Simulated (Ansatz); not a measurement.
# WS2 (P4/mmm) in Ansatz: reference runs

Aim: a first look at WS2 with PBE, on the cell as given and on a disturbed one.

Everything below comes from runs of Ansatz 0.2.0. Logs are shortened: lines on timing, memory, paths and dates and some standing lists are left out, and cuts for length are marked.

## Step 1: The crystal as given

Symmetry: P4/mmm, No. 123, tetragonal system. Conventional cell: a = 3.406 Å, b = 3.406 Å, c = 10.757 Å, α = 90.00°, β = 90.00°, γ = 90.00°. W (site symmetry 4/mmm) has 4 W at 3.41 Å as nearest neighbours. S (site symmetry 4mm) has 1 S at 1.82 Å as nearest neighbours.

The cell was built by a generator and needn't be a form met in nature.

## Step 2: Single point, PBE

Contents of input.yaml:

```yaml
crystal:
  lattice:
    - [3.40621514, 0.0, 0.0]
    - [0.0, 3.40621514, 0.0]
    - [0.0, 0.0, 10.75728372]
  atoms:
    - { symbol: W, position: [0.5, 0.5, 0.5] }
    - { symbol: S, position: [0.5, 0.5, 0.91552355] }
    - { symbol: S, position: [0.5, 0.5, 0.08447645] }
kpoints:
  mp_grid: { grid: [8, 8, 3] }
scf:
  occupations: { method: fermi_dirac, width: 0.05 }
hamiltonian:
  xc: pbe
  pseudopotentials: { kind: all_electron, lapw: { basis_error: 0.001 } }
output:
  forces: true
  stress: true
  eigenvalues: true
  populations: true
```

Potentials or basis: all-electron LAPW, scalar-relativistic.

Started as:

```bash
$ ansatz run input.yaml --threads 2 --pin off --max-ram 6144MiB --backend cpu --events-out ev --progress --plain --runs-dir out
```

Standard output:

```text
Warning: RAYON_NUM_THREADS=2 ignored (pool sized by the plan → 2); use --threads N
W: projections on atomic orbitals take those of the free atom 1s2 2s2 2p6 3s2 3p6 3d10 4s2 4p6 4d10 4f14 5s2 5p6 5d4 6s2, of charge +0.00 (hamiltonian.pseudopotentials.projection_atoms)
S: projections on atomic orbitals take those of the free atom 1s2 2s2 2p6 3s2 3p4, of charge +0.00 (hamiltonian.pseudopotentials.projection_atoms)
LAPW: plane waves up to 10.411 Å⁻¹, error target 1.0e-3 eV per atom; small_component_spin mean_spin; S in spheres of 0.909 Å, 14 of its electrons in bands, Dirac shells []; W in spheres of 1.193 Å, 46 of its electrons in bands, Dirac shells [] (how accurate: hamiltonian.pseudopotentials.lapw.basis_error, Limitations)
Engine: ansatz 0.2.0, aarch64-unknown-linux-gnu
Pseudopotentials: kind: all_electron
Pseudopotential: W, LAPW, valence charge 46, lapw/all_electron/scalar/gaussian/W, Koelling and Harmon's equation, gaussian nucleus
Pseudopotential: S, LAPW, valence charge 14, lapw/all_electron/scalar/gaussian/S, Koelling and Harmon's equation, gaussian nucleus
Functional definition: PBE
  parameter kappa = 0.804
  parameter beta = 0.06672455060314922
  exchange = pbe_x(kappa = kappa, mu = beta*pi^2/3)
  correlation = pbe_c(beta = beta)
Crystal: 3 atoms, lattice volume = 124.809 Å³
Basis set: ecut = 412.9411544202606 eV, 2379 PW (Γ), exchange–correlation at level 2
Bands: 45, of which v1, the nominal top of the filled ones, is band 37 counted from 1 (36 counted from 0)
Symmetry: 16 space group operations
Space group: P4/mmm (ITA 123), of the structure as read, at distance tolerance 5.0e-5 Å
k-points: 30 of 192
Non-local potential: W, projectors of the file, none
Non-local potential: S, projectors of the file, none
Initial density: superposition of atomic densities (chi_scale 0.1, normalization cell), built separately for each of the 2 bonded fragments (scf.initial_density.interfragment_charge_transfer: auto; true builds it for the cell as a whole; a typed value also counts as a typed key of the start: scf.initial_density.chi_scale says what that changes, if anything)
Initial wavefunctions: plane waves of lowest kinetic energy (no species holds an atomic orbital)
Functional: x = pbe(κ = 0.804, μ = 0.2195149727645171), c = pbe(β = 0.06672455060314922)
iter 1 solved again at ethr=6.93e-3 eV; its pass at ethr=1.00e-1 eV (dr2=5.13e0 eV) is discarded
SCF iter   1: F=—  HF=-460920.086046 eV  |F-HF|=—  |Δ(HF+E_count)|=         —  Δρ=3.30e-2  dr2=5.13e0  ethr=6.93e-3  ⟨swp⟩=2.0  Hψ=8453  notcnv=0
preconditioner: auto → LDOS  [metal: Δε(μ)=0.004 eV  Ē_g=7.994 eV  σ=0.050 eV  W_gap=0.02  n_scr=28 (ndim 8)  ℏωp=14.1 eV  f_vac=0.367  D(μ)=6.17/eV (n_scr^D=66)  β→1.0]
SCF iter   2: F=—  HF=-460920.039715 eV  |F-HF|=—  |Δ(HF+E_count)|=   4.63e-2  Δρ=3.38e-2  dr2=1.05e1  ethr=6.93e-3  ⟨swp⟩=3.0  Hψ=3967  notcnv=0
iter 3 solved again at ethr=7.92e-5 eV; its pass at ethr=6.93e-3 eV (dr2=5.86e-2 eV) is discarded
SCF iter   3: F=—  HF=-460919.585562 eV  |F-HF|=—  |Δ(HF+E_count)|=   4.54e-1  Δρ=5.59e-3  dr2=5.82e-2  ethr=7.92e-5  ⟨swp⟩=2.9  Hψ=6662  notcnv=0
SCF iter   4: F=—  HF=-460919.605741 eV  |F-HF|=—  |Δ(HF+E_count)|=         —  Δρ=2.88e-3  dr2=1.64e-2  ethr=7.87e-5  ⟨swp⟩=3.0  Hψ=4128  notcnv=0
the basis was enlarged: its passes take 4.0 MiB over the memory plan, 2 of 2 planned eigensolver slots
SCF iter   5: F=—  HF=-460919.607090 eV  |F-HF|=—  |Δ(HF+E_count)|=   1.35e-3  Δρ=1.21e-3  dr2=7.65e-3  ethr=2.22e-5  ⟨swp⟩=3.0  Hψ=3930  notcnv=0
SCF iter   6: F=—  HF=-460919.607144 eV  |F-HF|=—  |Δ(HF+E_count)|=   5.42e-5  Δρ=4.46e-4  dr2=1.02e-3  ethr=1.03e-5  ⟨swp⟩=2.0  Hψ=3760  notcnv=0
SCF iter   7: F=—  HF=-460919.607224 eV  |F-HF|=—  |Δ(HF+E_count)|=   8.03e-5  Δρ=1.14e-4  dr2=2.67e-5  ethr=1.37e-6  ⟨swp⟩=2.1  Hψ=3764  notcnv=0
SCF iter   8: F=—  HF=-460919.607251 eV  |F-HF|=—  |Δ(HF+E_count)|=   2.66e-5  Δρ=3.92e-5  dr2=3.98e-6  ethr=3.61e-8  ⟨swp⟩=3.0  Hψ=3821  notcnv=0
SCF iter   9: F=—  HF=-460919.607247 eV  |F-HF|=—  |Δ(HF+E_count)|=   3.77e-6  Δρ=2.59e-5  dr2=5.19e-6  ethr=5.38e-9  ⟨swp⟩=3.0  Hψ=3880  notcnv=0
SCF iter  10: F=—  HF=-460919.607248 eV  |F-HF|=—  |Δ(HF+E_count)|=   8.63e-7  Δρ=2.03e-5  dr2=4.59e-6  ethr=5.38e-9  ⟨swp⟩=3.0  Hψ=3883  notcnv=0
SCF iter  11: F=—  HF=-460919.607248 eV  |F-HF|=—  |Δ(HF+E_count)|=   7.27e-8  Δρ=9.90e-6  dr2=1.18e-6  ethr=5.38e-9  ⟨swp⟩=2.0  Hψ=3760  notcnv=0
SCF iter  12: F=-460919.607248 eV  HF=-460919.607248 eV  |F-HF|=8.71e-8  |Δ(HF+E_count)|=   2.29e-8  Δρ=2.81e-6  dr2=8.90e-8  ethr=1.60e-9  ⟨swp⟩=2.0  Hψ=3760  notcnv=0
SCF 1 converged in 12 iterations: F = -460919.607248 eV  dr2 = 8.90e-8
SCF converged after 12 iterations
Free energy (F): -460919.607248 eV
Harris-Foulkes:  -460919.607248 eV  (|F-HF|=8.71e-8)
Internal energy: -460919.541692 eV  (E = F + TS)
E sigma→0 (E₀):  -460919.574470 eV
Entropy (-TS):   -0.065555 eV (-21.852 meV/atom)
Fermi energy:    3.315557 eV
--- Per-component energies (eV) ---
  E_band       = -9238.793554
  E_kinetic    = 513681.449292
  E_xc         = -10217.524077
  E_electrostatic = -964383.466907  (all electrons and nuclei)
  E_smearing   = -0.065555  (= −TS)
  E_closure    = 0.000000  (closes the sum)
  E_atoms      = -460907.953505  (free atoms, spherical and without spin; not in F)
  Σ components = -460919.607248   (vs F -460919.607248, Δ=0.00e0)
  Basis errors (estimates in eV, not in F): energy 5.6e-4 per atom: plane waves 5.3e-4 (3.2e-4 summed), levels above the bands 2.2e-58, relativity 3.7e-8, radial functions 3.8e-5, core shells 3.9e-10; eigenvalues (radial functions only) 2.2e-6; not estimated: angular momenta, meshes, grids; target (lapw.basis_error) 1.0e-3; muffin-tin radii S 0.909 Å, W 1.193 Å
--- Forces (eV/Å), atoms counted from 1 ---
  atom   1  W     -0.00000000    -0.00000000     0.00000000
  atom   2  S      0.00000000     0.00000000    -3.12093322
  atom   3  S      0.00000000     0.00000000     3.12093322
  max |Σ_I F_I| component: 1.77e-30 eV/Å
--- Stress (GPa, compression-positive) ---
      -12.299577       0.000000       0.000000
        0.000000     -12.299577       0.000000
        0.000000       0.000000       6.970498
  P = ⅓ Tr σ = -5.8762 GPa (-58.762 kbar)
--- Band table (eV; the first three rows and the last of 30) ---
  k-point 0: bands = ["-561.2387", "-415.2854", "-415.2456", "-415.2456", "-230.3424", "-230.3225", "-230.3176", "-230.3176", "-230.2644", "-203.0589", "-203.0516", "-147.9010", "-147.8655", "-147.8140", "-147.8140", "-147.8111", "-147.8111", "-71.0917", "-35.3412", "-35.1324", "-35.1324", "-25.4911", "-25.4839", "-25.4839", "-25.4725", "-25.4300", "-25.4228", "-25.4228", "-13.3463", "-7.1711", "-1.9158", "-0.4514", "0.4415", "0.4415", "2.0408", "3.0179", "4.2763", "4.2763", "4.5455", "4.5455", "4.6640", "5.0081", "8.0812", "8.1420", "9.8953"]
  k-point 1: bands = ["-561.2387", "-415.2854", "-415.2456", "-415.2456", "-230.3424", "-230.3225", "-230.3176", "-230.3176", "-230.2644", "-203.0589", "-203.0516", "-147.9010", "-147.8655", "-147.8140", "-147.8140", "-147.8111", "-147.8111", "-71.0917", "-35.3412", "-35.1324", "-35.1324", "-25.4911", "-25.4839", "-25.4839", "-25.4725", "-25.4300", "-25.4228", "-25.4228", "-13.3463", "-7.1714", "-1.9005", "-0.4789", "0.4415", "0.4415", "2.0409", "2.9602", "4.2796", "4.2796", "4.5418", "4.5418", "4.9472", "5.0081", "7.4416", "8.0813", "9.9922"]
  k-point 2: bands = ["-561.2387", "-415.2854", "-415.2456", "-415.2456", "-230.3424", "-230.3225", "-230.3176", "-230.3176", "-230.2644", "-203.0589", "-203.0516", "-147.9010", "-147.8655", "-147.8140", "-147.8140", "-147.8111", "-147.8111", "-71.0914", "-35.3402", "-35.1449", "-35.1314", "-25.4909", "-25.4840", "-25.4838", "-25.4726", "-25.4298", "-25.4233", "-25.4226", "-13.2989", "-7.1029", "-1.8715", "-0.1960", "-0.0169", "0.4825", "2.1834", "3.0812", "3.7379", "4.0774", "4.2985", "4.5859", "4.8322", "5.2032", "8.3017", "8.5382", "9.8758"]
  k-point 29: bands = ["-561.2387", "-415.2854", "-415.2456", "-415.2456", "-230.3424", "-230.3225", "-230.3176", "-230.3176", "-230.2644", "-203.0589", "-203.0516", "-147.9010", "-147.8655", "-147.8140", "-147.8140", "-147.8111", "-147.8111", "-71.0866", "-35.3270", "-35.2095", "-35.2095", "-25.4896", "-25.4841", "-25.4841", "-25.4732", "-25.4277", "-25.4249", "-25.4249", "-12.6837", "-6.1779", "-1.6077", "-1.6077", "-1.0232", "2.0163", "2.4797", "2.4797", "3.0328", "3.0328", "3.7083", "5.8180", "7.1628", "7.1628", "7.9604", "7.9733", "8.8305"]
--- Löwdin populations: 3 sites ---
  site symbol       q [e]
     0      W     73.9123
     1      S     15.9119
     2      S     15.9119
  spilling = 0.002489 (of n_electrons = 106.000000)
```

Wall time 45 s (2 threads of Arm Neoverse V1, shared host); peak memory 0.69 GiB.

What came out:

* Free energy: -460919.6072 eV
* Pressure: -5.9 GPa
* Largest force: 3.121 eV/Å
* Band gap on the k mesh: none (metal or under the smearing width)

Forces on the atoms (eV/Å):
```
W    0.000  0.000  0.000
S    0.000  0.000 -3.121
S    0.000  0.000  3.121
```

Levels at points of the mesh, in eV from the Fermi level:
```csv
k point,band 35,band 36,band 37,band 38,band 39,band 40
"(0.00, 0.00, 0.00)",-1.27,-0.30,0.96,0.96,1.23,1.23
"(0.00, -0.50, 0.00)",-1.44,-0.67,0.08,0.66,1.11,1.16
"(-0.50, -0.50, 0.00)",-0.84,-0.84,-0.27,-0.27,0.41,2.50
```

Caveat: this functional lacks dispersion, which binds the layers, so the pressure and a relaxed spacing across them are unreliable; forces of over 1 eV/Å show positions far from the minimum, so gaps and moduli don't describe the material at rest. The run has no spin-orbit coupling, so splittings on W are missing.

## Step 3: Single point, PBE (atoms moved at random, drawn with an rms of 0.05 Å)

Changes to input.yaml since step 2:

```diff
@@ -6,5 +6,5 @@
   atoms:
-    - { symbol: W, position: [0.5, 0.5, 0.5] }
-    - { symbol: S, position: [0.5, 0.5, 0.91552355] }
-    - { symbol: S, position: [0.5, 0.5, 0.08447645] }
+    - { symbol: W, position: [0.486378, 0.500685, 0.500156] }
+    - { symbol: S, position: [0.495054, 0.496277, 0.917605] }
+    - { symbol: S, position: [0.507449, 0.50393, 0.082435] }
 kpoints:
```

Potentials or basis: all-electron LAPW, scalar-relativistic.

Started as:

```bash
$ ansatz run input.yaml --threads 2 --pin off --max-ram 6144MiB --backend cpu --events-out ev --progress --plain --runs-dir out
```

Standard output:

```text
Warning: RAYON_NUM_THREADS=2 ignored (pool sized by the plan → 2); use --threads N
W: projections on atomic orbitals take those of the free atom 1s2 2s2 2p6 3s2 3p6 3d10 4s2 4p6 4d10 4f14 5s2 5p6 5d4 6s2, of charge +0.00 (hamiltonian.pseudopotentials.projection_atoms)
S: projections on atomic orbitals take those of the free atom 1s2 2s2 2p6 3s2 3p4, of charge +0.00 (hamiltonian.pseudopotentials.projection_atoms)
LAPW: plane waves up to 10.788 Å⁻¹, error target 1.0e-3 eV per atom; small_component_spin mean_spin; S in spheres of 0.887 Å, 14 of its electrons in bands, Dirac shells []; W in spheres of 1.160 Å, 46 of its electrons in bands, Dirac shells [] (how accurate: hamiltonian.pseudopotentials.lapw.basis_error, Limitations)
[... 5 set-up lines as earlier in the session ...]
[... 58 lines left out ...]
--- Band table (eV; the first three rows and the last of 98) ---
  k-point 0: bands = ["-561.1816", "-415.2280", "-415.1885", "-415.1885", "-230.2850", "-230.2655", "-230.2605", "-230.2604", "-230.2074", "-203.0710", "-203.0607", "-147.9095", "-147.8620", "-147.8236", "-147.8235", "-147.8195", "-147.8195", "-71.0346", "-35.2830", "-35.0760", "-35.0759", "-25.4335", "-25.4265", "-25.4265", "-25.4154", "-25.3730", "-25.3659", "-25.3659", "-13.7414", "-7.1053", "-1.9985", "-0.4040", "0.1644", "0.1652", "2.0959", "3.0664", "4.3325", "4.3325", "4.6021", "4.6068", "4.7281", "5.0637", "7.9435", "8.3816", "9.8345"]
  k-point 1: bands = ["-561.1816", "-415.2280", "-415.1885", "-415.1885", "-230.2850", "-230.2655", "-230.2605", "-230.2604", "-230.2074", "-203.0710", "-203.0607", "-147.9095", "-147.8620", "-147.8236", "-147.8235", "-147.8195", "-147.8195", "-71.0346", "-35.2830", "-35.0760", "-35.0759", "-25.4335", "-25.4265", "-25.4265", "-25.4154", "-25.3730", "-25.3659", "-25.3659", "-13.7414", "-7.1056", "-1.9858", "-0.4279", "0.1644", "0.1652", "2.0959", "3.0142", "4.3356", "4.3356", "4.5967", "4.6033", "4.9875", "5.0637", "7.6453", "7.9466", "9.8339"]
  k-point 2: bands = ["-561.1816", "-415.2280", "-415.1885", "-415.1885", "-230.2850", "-230.2655", "-230.2605", "-230.2604", "-230.2074", "-203.0710", "-203.0607", "-147.9095", "-147.8620", "-147.8236", "-147.8235", "-147.8195", "-147.8195", "-71.0342", "-35.2819", "-35.0885", "-35.0750", "-25.4334", "-25.4266", "-25.4264", "-25.4155", "-25.3728", "-25.3664", "-25.3657", "-13.6958", "-7.0370", "-1.9596", "-0.2793", "-0.1443", "0.2051", "2.2384", "3.1302", "3.7934", "4.1359", "4.3547", "4.6433", "4.8878", "5.2744", "8.3919", "8.5412", "9.8420"]
  k-point 97: bands = ["-561.1816", "-415.2280", "-415.1885", "-415.1885", "-230.2850", "-230.2655", "-230.2605", "-230.2604", "-230.2074", "-203.0710", "-203.0607", "-147.9095", "-147.8620", "-147.8236", "-147.8235", "-147.8195", "-147.8195", "-71.0295", "-35.2688", "-35.1531", "-35.1531", "-25.4321", "-25.4268", "-25.4268", "-25.4162", "-25.3707", "-25.3680", "-25.3680", "-13.1057", "-6.1097", "-1.8523", "-1.8510", "-1.0937", "2.0706", "2.5362", "2.5380", "3.0872", "3.0873", "3.7633", "5.8738", "7.2129", "7.2132", "7.8528", "8.0439", "9.1002"]
--- Löwdin populations: 3 sites ---
  site symbol       q [e]
     0      W     73.9169
     1      S     15.8992
     2      S     15.8992
  spilling = 0.002686 (of n_electrons = 106.000000)
```

populations.tsv:

```text
# site	symbol	l	j	q
# orbitals = lowdin
# n_electrons = 106.000000
# spilling = 0.002686
# projection_atom_W: 1s2 2s2 2p6 3s2 3p6 3d10 4s2 4p6 4d10 4f14 5s2 5p6 5d4 6s2
# projection_atom_S: 1s2 2s2 2p6 3s2 3p4
0	W	0_1S	-	2.000000
0	W	0_2S	-	1.999999
0	W	0_3S	-	1.999983
0	W	0_4S	-	1.999828
0	W	0_5S	-	1.996908
0	W	0_6S	-	1.349801
0	W	1_2P	-	6.000000
0	W	1_3P	-	6.000000
0	W	1_4P	-	5.999990
0	W	1_5P	-	5.998339
0	W	2_3D	-	10.000000
0	W	2_4D	-	9.999997
0	W	2_5D	-	4.572046
0	W	3_4F	-	13.999973
1	S	0_1S	-	1.999936
1	S	0_2S	-	1.995293
1	S	0_3S	-	1.806759
1	S	1_2P	-	5.999033
1	S	1_3P	-	4.098222
2	S	0_1S	-	1.999936
2	S	0_2S	-	1.995293
2	S	0_3S	-	1.806765
2	S	1_2P	-	5.999033
2	S	1_3P	-	4.098173
```

Wall time 4.9 min (2 threads of Arm Neoverse V1, shared host); peak memory 1.4 GiB.

Results:

```yaml
Free_energy: -460919.4236 eV
Pressure: -4.3 GPa
Largest_force: 5.276 eV/Å
Band_gap_on_the_k_mesh: none (metal or under the smearing width)
```

Forces in eV/Å, atoms in the order of the input:
```
W   -0.001  0.000  0.000
S   -0.052 -0.033 -5.276
S    0.054  0.033  5.276
```

Stress tensor (GPa, compression positive):
```
-12.35   0.00   0.10
  0.00 -12.35   0.06
  0.10   0.06  11.73
```

Levels at points of the mesh, in eV from the Fermi level:
```
             k point  band 34  band 35  band 36  band 37  band 38  band 39  band 40  band 41
  (0.00, 0.00, 0.00)    -3.20    -1.27    -0.30     0.96     0.96     1.23     1.24     1.36
 (0.00, -0.50, 0.00)    -1.89    -1.44    -0.67     0.08     0.67     1.12     1.15     1.53
 (-0.50, 0.00, 0.00)    -1.89    -1.44    -0.67     0.08     0.67     1.12     1.15     1.53
(-0.50, -0.50, 0.00)    -1.30    -0.84    -0.84    -0.27    -0.27     0.41     2.50     3.82
```

Spin-orbit coupling is left out, which matters for the levels of W.
